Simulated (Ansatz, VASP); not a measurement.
**Mg in VASP and in Ansatz**

The input INCAR:

```
SYSTEM = Mg
PREC = Accurate ; ENCUT = 520
EDIFF = 1E-6 ; ISMEAR = -1
SIGMA = 0.08 ; LREAL = .False.
LASPH = .True. ; NELM = 100
ALGO = Normal ; ISIF = 2
LWAVE = .False. ; LCHARG = .True.
GGA = PE ; LELF = .True.
LVHAR = .True. ; NBANDS = 12
```

File KPOINTS:

```
regular mesh
0
Gamma
  11 11 3
  0 0 0
```

File POSCAR:

```
Mg
1.0
    2.4470983679      0.0000000000      0.0000000000
   -1.2235491840      2.1192493522      0.0000000000
    0.0000000000      0.0000000000      7.9790371049
Mg
4
Direct
    0.0000000000      0.0000000000      0.0000000000
    0.0000000000      0.0000000000      0.5000000000
    0.3333333333      0.6666666667      0.2500000000
    0.6666666667      0.3333333333      0.7500000000
```

Input for Ansatz:

```yaml
crystal:
  lattice:
    - [2.4470983679, 0.0, 0.0]
    - [-1.223549184, 2.1192493522, 0.0]
    - [0.0, 0.0, 7.9790371049]
  atoms:
    - { symbol: Mg, position: [0.0, 0.0, 0.0] }
    - { symbol: Mg, position: [0.0, 0.0, 0.5] }
    - { symbol: Mg, position: [0.3333333333, 0.6666666667, 0.25] }
    - { symbol: Mg, position: [0.6666666667, 0.3333333333, 0.75] }
kpoints:
  mp_grid: { grid: [11, 11, 3] }
  band_path:
    path:
      - [0.0, 0.0, 0.0]
      - [0.5, 0.0, 0.0]
      - [0.3333333333, 0.3333333333, 0.0]
      - [0.0, 0.0, 0.0]
      - [0.0, 0.0, 0.5]
      - [0.5, 0.0, 0.5]
      - [0.3333333333, 0.3333333333, 0.5]
      - [0.0, 0.0, 0.5]
      - [0.5, 0.0, 0.5]
    npoints: 8
scf:
  occupations: { method: fermi_dirac, width: 0.08 }
hamiltonian:
  xc: pbe
  pseudopotentials: { kind: paw }
output:
  forces: true
  stress: true
  eigenvalues: true
  populations: true
  dos: { projected: true, de: 0.2, e_range: [-14, 8] }
```

Change from the starting cell: volume scaled by 0.45, PAW files.

Alike in both runs: task single point; functional PBE; k mesh 11 × 11 × 3; occupations fermi-dirac, width 0.08 eV; no spin polarisation.

|  | VASP | Ansatz |
| --- | --- | --- |
| version | VASP 6.6.1 | Ansatz 0.2.0 |
| potentials or method | VASP PAW PBE potentials, release 64 (Mg) | PAW with Ansatz's default frozen-core files, scalar-relativistic |
| plane-wave cutoff (eV) | 520 | 420 |
| valence electrons in the cell | 8 | 40 |

|  | VASP | Ansatz | Ansatz less VASP |
| --- | --- | --- | --- |
| pressure (GPa) | 135.9 | 132.9 | -3.03 |
| largest component of the traceless stress (GPa) | 0.61 | 0.55 | -0.057 |

The two sets of potentials don't hold the same shells in valence.

Caveats: the cell as given lies far from equilibrium; so large a pressure means that the cell lies far from this level's equilibrium, or that cutoff or potentials fall short (VASP).
